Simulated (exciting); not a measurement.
# Ho (Fm-3m) in exciting: equation of state

How stiff is Ho in PBE, and what volume does it want? The cell is scaled to several volumes.

All numbers are computed with exciting (release sodium); they aren't measurements. Logs are shortened: lines on timing, memory, paths and dates and some standing lists are left out, and cuts for length are marked.

### 1 Starting point

The structure is cubic, space group Fm-3m (No. 225). Conventional cell: a = 4.988 Å, b = 4.988 Å, c = 4.988 Å, α = 90.00°, β = 90.00°, γ = 90.00°. Around Ho (site symmetry m-3m) lie 12 Ho at 3.53 Å.

This isn't the form of Ho at room conditions, which is hcp.

### 2 Equation of state, PBE, collinear spin, ferromagnetic start, 29.17 Å³/atom (volume scaled by 0.94)

Contents of input.xml:

```xml
<input>
  <title>Ho</title>
  <structure speciespath="./" tshift="false">
    <crystal scale="1">
      <basevect>0.000000000000 4.617220926295 4.617220926295</basevect>
      <basevect>4.617220926295 0.000000000000 4.617220926295</basevect>
      <basevect>4.617220926295 4.617220926295 0.000000000000</basevect>
    </crystal>
    <species speciesfile="Ho.xml" rmt="2.3">
      <atom coord="0.000000000000 0.000000000000 0.000000000000" bfcmt="0 0 -8"/>
    </species>
  </structure>
  <groundstate do="fromscratch" ngridk="9 9 9" rgkmax="9.5" gmaxvr="14" lmaxapw="10" lmaxmat="10" lmaxvr="8" xctype="GGA_PBE" stype="Fermi Dirac" swidth="0.00183747" nempty="22" ValenceRelativity="iora*" epsengy="1e-05" epspot="1e-05" maxscl="90" outputlevel="normal">
    <spin reducebf="0.5"/>
  </groundstate>
</input>
```

Potentials or basis: all-electron LAPW+lo, shipped species files, valence relativity iora*.

Launch:

```sh
$ OMP_NUM_THREADS=1 exciting_smp
```

INFO.OUT:

```text
================================================================================
EXCITING SODIUM started
[... 10 lines left out ...]

 Lattice vectors (cartesian) :
      0.0000000000      4.6172209263      4.6172209263
      4.6172209263      0.0000000000      4.6172209263
      4.6172209263      4.6172209263      0.0000000000

 Reciprocal lattice vectors (cartesian) :
     -0.6804076963      0.6804076963      0.6804076963
      0.6804076963     -0.6804076963      0.6804076963
      0.6804076963      0.6804076963     -0.6804076963

 Unit cell volume                           :     196.8665640808
 Brillouin zone volume                      :       1.2599915816

 Species :    1 (Ho)
     parameters loaded from                 :    Ho.xml
     name                                   :    holmium
     nuclear charge                         :     -67.00000000
     electronic charge                      :      67.00000000
     atomic mass                            :  300649.58110000
     muffin-tin radius                      :       2.30000000
     # of radial points in muffin-tin       :     450

     atomic positions (lattice) :
       1 :   0.00000000  0.00000000  0.00000000

     magnetic fields (cartesian) :
       1 :   0.00000000  0.00000000 -8.00000000

 Total number of atoms per unit cell        :       1

 Spin treatment                             :    spin-polarised
 Global magnetic field (cartesian) :        0.00000000   0.00000000   0.00000000
 collinear magnetisation in z-direction

 Number of Bravais lattice symmetries       :      48
 Number of crystal symmetries               :      48

 k-point grid                               :       9    9    9
 Total number of k-points                   :      35
 k-point set is reduced with crystal symmetries

 R^MT_min * |G+k|_max (rgkmax)              :       9.50000000
 Species with R^MT_min                      :       1 (Ho)
 Maximum |G+k| for APW functions            :       4.13043478
 Maximum |G| for potential and density      :      14.00000000

 G-vector grid sizes                        :      30    30    30
 Total number of G-vectors                  :    9185

 Maximum angular momentum used for
     APW functions                          :      10
     computing H and O matrix elements      :      10
     potential and density                  :       8
     inner part of muffin-tin               :       2

 Total nuclear charge                       :     -67.00000000
 Total electronic charge                    :      67.00000000
 Total core charge                          :      46.00000000
 Total valence charge                       :      21.00000000

 Number of empty states                     :      22
 Total number of valence states             :      66

 Maximum Hamiltonian size                   :     279
 Maximum number of plane-waves              :     259
 Total number of local-orbitals             :      20

 Exchange-correlation type                  :      20
     Perdew-Burke-Ernzerhof, Phys. Rev. Lett. 77, 3865 (1996)
     Generalised gradient approximation (GGA)

 Smearing scheme                            :    Fermi-Dirac
 Smearing width                             :       0.00183747

 Using multisecant Broyden potential mixing
[... 16 lines left out ...]
+ SCF iteration number :    1                                                  +
++++++++++++++++++++++++++++++++++++++++++++++++++++++++++++++++++++++++++++++++
 Total energy                               :    -12436.38710133
 _______________________________________________________________
 Fermi energy                               :         0.41050346
 Kinetic energy                             :     14008.20649624
 Coulomb energy                             :    -26177.74966504
 Exchange energy                            :      -263.00237328
 Correlation energy                         :        -3.84155925
 No external B-field energy in total energy

 DOS at Fermi energy (states/Ha/cell)       :        80.00867051

 Electron charges :
     core                                   :        46.00000000
     core leakage                           :         0.00011500
     valence                                :        21.00000000
     interstitial                           :         4.94116858
     charge in muffin-tin spheres :
                  atom     1    Ho          :        62.05883142
     total charge in muffin-tins            :        62.05883142
     total charge                           :        67.00000000

 Moments :
     interstitial                           :         0.31148992
     moment in muffin-tin spheres :
                  atom     1    Ho          :         6.44943153
     total moment in muffin-tins            :         6.44943153
     total moment                           :         6.76092145
[... 295 lines left out ...]
 Electron charges :
     core                                   :        46.00000000
     core leakage                           :         0.00010215
     valence                                :        21.00000000
     interstitial                           :         2.70260724
     charge in muffin-tin spheres :
                  atom     1    Ho          :        64.29739276
     total charge in muffin-tins            :        64.29739276
     total charge                           :        67.00000000

 Moments :
     interstitial                           :         0.12943739
     moment in muffin-tin spheres :
                  atom     1    Ho          :         3.51119640
     total moment in muffin-tins            :         3.51119640
     total moment                           :         3.64063378

 RMS change in effective potential (target) :  0.126223E-02  ( 0.100000E-04)
 Absolute change in total energy   (target) :  0.574155      ( 0.100000E-04)
 Charge distance                   (target) :  0.237963E-03  ( 0.100000E-04)

++++++++++++++++++++++++++++++++++++++++++++++++++++++++++++++++++++++++++++++++
[... 6 further cycles ...]
+ SCF iteration number :   17                                                  +
++++++++++++++++++++++++++++++++++++++++++++++++++++++++++++++++++++++++++++++++
 Total energy                               :    -12628.56443530
 _______________________________________________________________
 Fermi energy                               :         0.31898831
 Kinetic energy                             :     13895.97396701
 Coulomb energy                             :    -26252.60813514
 Exchange energy                            :      -268.02459704
 Correlation energy                         :        -3.90567013
 No external B-field energy in total energy

 DOS at Fermi energy (states/Ha/cell)       :       138.47267153

 Electron charges :
     core                                   :        46.00000000
     core leakage                           :         0.00010213
     valence                                :        21.00000000
     interstitial                           :         2.69874144
     charge in muffin-tin spheres :
                  atom     1    Ho          :        64.30125856
     total charge in muffin-tins            :        64.30125856
     total charge                           :        67.00000000

 Moments :
     interstitial                           :         0.13550620
     moment in muffin-tin spheres :
                  atom     1    Ho          :         3.50750706
     total moment in muffin-tins            :         3.50750706
     total moment                           :         3.64301325

 RMS change in effective potential (target) :  0.483165E-05  ( 0.100000E-04)
 Absolute change in total energy   (target) :  0.420706E-03  ( 0.100000E-04)
 Charge distance                   (target) :  0.137175E-06  ( 0.100000E-04)
[... 295 lines left out ...]
 Electron charges :
     core                                   :        46.00000000
     core leakage                           :         0.00010213
     valence                                :        21.00000000
     interstitial                           :         2.69875620
     charge in muffin-tin spheres :
                  atom     1    Ho          :        64.30124380
     total charge in muffin-tins            :        64.30124380
     total charge                           :        67.00000000

 Moments :
     interstitial                           :         0.13549673
     moment in muffin-tin spheres :
                  atom     1    Ho          :         3.50751805
     total moment in muffin-tins            :         3.50751805
     total moment                           :         3.64301478

 RMS change in effective potential (target) :  0.705852E-07  ( 0.100000E-04)
 Absolute change in total energy   (target) :  0.121876E-05  ( 0.100000E-04)
 Charge distance                   (target) :  0.668246E-09  ( 0.100000E-04)

++++++++++++++++++++++++++++++++++++++++++++++++++++++++++++++++++++++++++++++++
| Convergency criteria checked for the last 2 iterations                       +
| Convergence targets achieved. Performing final SCF iteration                 +
++++++++++++++++++++++++++++++++++++++++++++++++++++++++++++++++++++++++++++++++
 Total energy                               :    -12628.56313308
 _______________________________________________________________
 Fermi energy                               :         0.31898890
 Kinetic energy                             :     13895.97476226
 Coulomb energy                             :    -26252.60766299
 Exchange energy                            :      -268.02456262
 Correlation energy                         :        -3.90566973
 No external B-field energy in total energy

 DOS at Fermi energy (states/Ha/cell)       :       138.47722457

 Electron charges :
     core                                   :        46.00000000
     core leakage                           :         0.00010213
     valence                                :        21.00000000
     interstitial                           :         2.69875554
     charge in muffin-tin spheres :
                  atom     1    Ho          :        64.30124446
     total charge in muffin-tins            :        64.30124446
     total charge                           :        67.00000000

 Moments :
     interstitial                           :         0.13549671
     moment in muffin-tin spheres :
                  atom     1    Ho          :         3.50751717
     total moment in muffin-tins            :         3.50751717
     total moment                           :         3.64301388

++++++++++++++++++++++++++++++++++++++++++++++++++++++++++++++++++++++++++++++++
[... 7 lines left out ...]

--------------------------------------------------------------------------------
- CAUTION! Warnings have been written in file WARNING.OUT !                    -
--------------------------------------------------------------------------------
================================================================================
| EXCITING SODIUM stopped                                                      =
================================================================================
```

Wall time 2.1 min (1 thread of Arm Neoverse V2, shared host); peak memory 0.11 GiB.

Results:

```yaml
Free_energy: -343640.7525 eV
Band_gap_on_the_k_mesh: none (metal or under the smearing width)
Net_moment: 3.64 μB per cell
Site_moments: Ho +3.51 μB
All_electrons_inside_the_program's_atomic_spheres: Ho 64.30 (radii Ho 2.3 bohr)
```

Caveat: the magnetic or orbital state may not be the lowest; the log's total energy holds no entropy term; the free energy is that total less TS from the occupations; spin-orbit coupling is left out, which moves the levels of the heavy elements.

### 3 Equation of state, PBE, collinear spin, ferromagnetic start, 29.79 Å³/atom (volume scaled by 0.96)

Edit input.xml of step 2 so:

```diff
@@ -4,5 +4,5 @@
     <crystal scale="1">
-      <basevect>0.000000000000 4.617220926295 4.617220926295</basevect>
-      <basevect>4.617220926295 0.000000000000 4.617220926295</basevect>
-      <basevect>4.617220926295 4.617220926295 0.000000000000</basevect>
+      <basevect>0.000000000000 4.649737637986 4.649737637986</basevect>
+      <basevect>4.649737637986 0.000000000000 4.649737637986</basevect>
+      <basevect>4.649737637986 4.649737637986 0.000000000000</basevect>
     </crystal>
```

Potentials or basis: all-electron LAPW+lo, shipped species files, valence relativity iora*.

Launch:

```sh
$ OMP_NUM_THREADS=1 exciting_smp
```

It took 2.5 min on 1 thread of Arm Neoverse V2, shared host; peak memory 0.11 GiB.

Results (log left out):

```
Free energy                                       : -343640.7692 eV
Band gap on the k mesh                            : none (metal or under the smearing width)
Net moment                                        : 3.64 μB per cell
Site moments                                      : Ho +3.50 μB
All electrons inside the program's atomic spheres : Ho 64.29 (radii Ho 2.3 bohr)
```

Caveat: the magnetic or orbital state may not be the lowest; the log's total energy holds no entropy term; the free energy is that total less TS from the occupations; spin-orbit coupling is left out, which moves the levels of the heavy elements.

### 4 Equation of state, PBE, collinear spin, ferromagnetic start, 30.41 Å³/atom (volume scaled by 0.98)

Edit input.xml of step 3 so:

```diff
@@ -4,5 +4,5 @@
     <crystal scale="1">
-      <basevect>0.000000000000 4.649737637986 4.649737637986</basevect>
-      <basevect>4.649737637986 0.000000000000 4.649737637986</basevect>
-      <basevect>4.649737637986 4.649737637986 0.000000000000</basevect>
+      <basevect>0.000000000000 4.681805807496 4.681805807496</basevect>
+      <basevect>4.681805807496 0.000000000000 4.681805807496</basevect>
+      <basevect>4.681805807496 4.681805807496 0.000000000000</basevect>
     </crystal>
```

Launch:

```sh
$ OMP_NUM_THREADS=1 exciting_smp
```

Wall time 2.4 min (1 thread of Arm Neoverse V2, shared host); peak memory 0.11 GiB.

The run converged. Its results:

```yaml
Free_energy: -343640.7837 eV
Band_gap_on_the_k_mesh: none (metal or under the smearing width)
Net_moment: 3.64 μB per cell
Site_moments: Ho +3.49 μB
All_electrons_inside_the_program's_atomic_spheres: Ho 64.29 (radii Ho 2.3 bohr)
```

Caveat: the magnetic or orbital state may not be the lowest; the log's total energy holds no entropy term; the free energy is that total less TS from the occupations; spin-orbit coupling is left out, which moves the levels of the heavy elements.

### 5 Equation of state, PBE, collinear spin, ferromagnetic start, 31.03 Å³/atom

Edit input.xml of step 4 so:

```diff
@@ -4,5 +4,5 @@
     <crystal scale="1">
-      <basevect>0.000000000000 4.681805807496 4.681805807496</basevect>
-      <basevect>4.681805807496 0.000000000000 4.681805807496</basevect>
-      <basevect>4.681805807496 4.681805807496 0.000000000000</basevect>
+      <basevect>0.000000000000 4.713440590051 4.713440590051</basevect>
+      <basevect>4.713440590051 0.000000000000 4.713440590051</basevect>
+      <basevect>4.713440590051 4.713440590051 0.000000000000</basevect>
     </crystal>
```

Launch:

```sh
$ OMP_NUM_THREADS=1 exciting_smp
```

Run time: 2.7 min. Hardware: 1 thread of Arm Neoverse V2, shared host; peak memory 0.11 GiB.

Results (log left out):

```yaml
Free_energy: -343640.7956 eV
Band_gap_on_the_k_mesh: none (metal or under the smearing width)
Net_moment: 3.63 μB per cell
Site_moments: Ho +3.49 μB
All_electrons_inside_the_program's_atomic_spheres: Ho 64.28 (radii Ho 2.3 bohr)
```

Caveat: the magnetic or orbital state may not be the lowest; the log's total energy holds no entropy term; the free energy is that total less TS from the occupations; spin-orbit coupling is left out, which moves the levels of the heavy elements.

### 6 Equation of state, PBE, collinear spin, ferromagnetic start, 31.66 Å³/atom (volume scaled by 1.02)

Edit input.xml of step 5 so:

```diff
@@ -4,5 +4,5 @@
     <crystal scale="1">
-      <basevect>0.000000000000 4.713440590051 4.713440590051</basevect>
-      <basevect>4.713440590051 0.000000000000 4.713440590051</basevect>
-      <basevect>4.713440590051 4.713440590051 0.000000000000</basevect>
+      <basevect>0.000000000000 4.744656338121 4.744656338121</basevect>
+      <basevect>4.744656338121 0.000000000000 4.744656338121</basevect>
+      <basevect>4.744656338121 4.744656338121 0.000000000000</basevect>
     </crystal>
```

Potentials or basis: all-electron LAPW+lo, shipped species files, valence relativity iora*.

Launch:

```sh
$ OMP_NUM_THREADS=1 exciting_smp
```

Wall time 2.5 min (1 thread of Arm Neoverse V2, shared host); peak memory 0.11 GiB.

It converged, with:

| Item | Value |
| --- | --- |
| Free energy | -343640.8048 eV |
| Band gap on the k mesh | none (metal or under the smearing width) |
| Net moment | 3.62 μB per cell |
| Site moments | Ho +3.48 μB |
| All electrons inside the program's atomic spheres | Ho 64.28 (radii Ho 2.3 bohr) |

Caveat: the magnetic or orbital state may not be the lowest; the log's total energy holds no entropy term; the free energy is that total less TS from the occupations; spin-orbit coupling is left out, which moves the levels of the heavy elements.

### 7 Equation of state, PBE, collinear spin, ferromagnetic start, 32.28 Å³/atom (volume scaled by 1.04)

Edit input.xml of step 6 so:

```diff
@@ -4,5 +4,5 @@
     <crystal scale="1">
-      <basevect>0.000000000000 4.744656338121 4.744656338121</basevect>
-      <basevect>4.744656338121 0.000000000000 4.744656338121</basevect>
-      <basevect>4.744656338121 4.744656338121 0.000000000000</basevect>
+      <basevect>0.000000000000 4.775466658112 4.775466658112</basevect>
+      <basevect>4.775466658112 0.000000000000 4.775466658112</basevect>
+      <basevect>4.775466658112 4.775466658112 0.000000000000</basevect>
     </crystal>
```

Launch:

```sh
$ OMP_NUM_THREADS=1 exciting_smp
```

Wall time 2.7 min (1 thread of Arm Neoverse V2, shared host); peak memory 0.12 GiB.

It converged, with:

| Item | Value |
| --- | --- |
| Free energy | -343640.8123 eV |
| Band gap on the k mesh | none (metal or under the smearing width) |
| Net moment | 3.62 μB per cell |
| Site moments | Ho +3.47 μB |
| All electrons inside the program's atomic spheres | Ho 64.27 (radii Ho 2.3 bohr) |

Caveat: the magnetic or orbital state may not be the lowest; the log's total energy holds no entropy term; the free energy is that total less TS from the occupations; spin-orbit coupling is left out, which moves the levels of the heavy elements.

### 8 Equation of state, PBE, collinear spin, ferromagnetic start, 32.90 Å³/atom (volume scaled by 1.06)

Edit input.xml of step 7 so:

```diff
@@ -4,5 +4,5 @@
     <crystal scale="1">
-      <basevect>0.000000000000 4.775466658112 4.775466658112</basevect>
-      <basevect>4.775466658112 0.000000000000 4.775466658112</basevect>
-      <basevect>4.775466658112 4.775466658112 0.000000000000</basevect>
+      <basevect>0.000000000000 4.805884463279 4.805884463279</basevect>
+      <basevect>4.805884463279 0.000000000000 4.805884463279</basevect>
+      <basevect>4.805884463279 4.805884463279 0.000000000000</basevect>
     </crystal>
```

Launch:

```sh
$ OMP_NUM_THREADS=1 exciting_smp
```

It took 2.6 min on 1 thread of Arm Neoverse V2, shared host; peak memory 0.12 GiB.

Results (log left out):

```yaml
Free_energy: -343640.8174 eV
Band_gap_on_the_k_mesh: none (metal or under the smearing width)
Net_moment: 3.62 μB per cell
Site_moments: Ho +3.47 μB
All_electrons_inside_the_program's_atomic_spheres: Ho 64.27 (radii Ho 2.3 bohr)
```

Caveat: the magnetic or orbital state may not be the lowest; the log's total energy holds no entropy term; the free energy is that total less TS from the occupations; spin-orbit coupling is left out, which moves the levels of the heavy elements.

### 9 Equation of state, PBE, collinear spin, ferromagnetic start

Potentials or basis: all-electron LAPW+lo, shipped species files, valence relativity iora*.

No new run: the results of the series are fitted here.

Results:

* Equilibrium volume: outside the volumes run

Energy against volume, from the lowest point:
| volume (Å³/atom) | energy (meV/atom) |
| --- | --- |
| 29.173 | 64.90 |
| 29.793 | 48.25 |
| 30.414 | 33.77 |
| 31.035 | 21.78 |
| 31.655 | 12.64 |
| 32.276 | 5.16 |
| 32.897 | 0.00 |

Caveat: the minimum lies outside the volumes run; the magnetic or orbital state may not be the lowest; spin-orbit coupling is left out, which moves the levels of the heavy elements.
